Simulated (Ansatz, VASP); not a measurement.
Two plane-wave programs on SiGe5

```
Si Ge
1.0
     0.00000    3.74272    3.74272
     3.74272    0.00000    3.74272
     3.74272    3.74272    0.00000
Si Ge
1 5
Direct
  0.00000 0.00000 0.00000
  0.75000 0.75000 0.75000
  0.37597 0.37597 0.87208
  0.37597 0.87208 0.37597
  0.37597 0.37597 0.37597
  0.87208 0.37597 0.37597
```

Change from the starting cell: species swapped into the ErCu5 type (F-43m, No. 216).

Alike in both runs: task single point; functional PBE; k mesh 4 × 4 × 4; occupations gaussian, width 0.1 eV; no spin polarisation.

|  | VASP | Ansatz |
| --- | --- | --- |
| version | VASP 6.6.1 | Ansatz 0.2.0 |
| potentials or method | VASP PAW PBE potentials, release 64 (Si, Ge_d) | scalar-relativistic, plane waves, PAW |
| plane-wave cutoff (eV) | 520 | 420 |
| valence electrons in the cell | 74 | 74 |

|  | VASP | Ansatz | Ansatz less VASP |
| --- | --- | --- | --- |
| gap on the k mesh at the Fermi level (eV) | none | none | - |
| pressure (GPa) | 10.1 | 10.1 | -0.06 |
| rms of the force components (eV/Å) | 0.182 | 0.181 | -0.0016 |

Atom by atom the forces differ by 0.002 eV/Å (rms over components). A gap of «none» marks a metal or a gap that the smearing closes.

Caveats: the k mesh is coarse (spacing up to 0.36 Å⁻¹), so the values aren't converged.
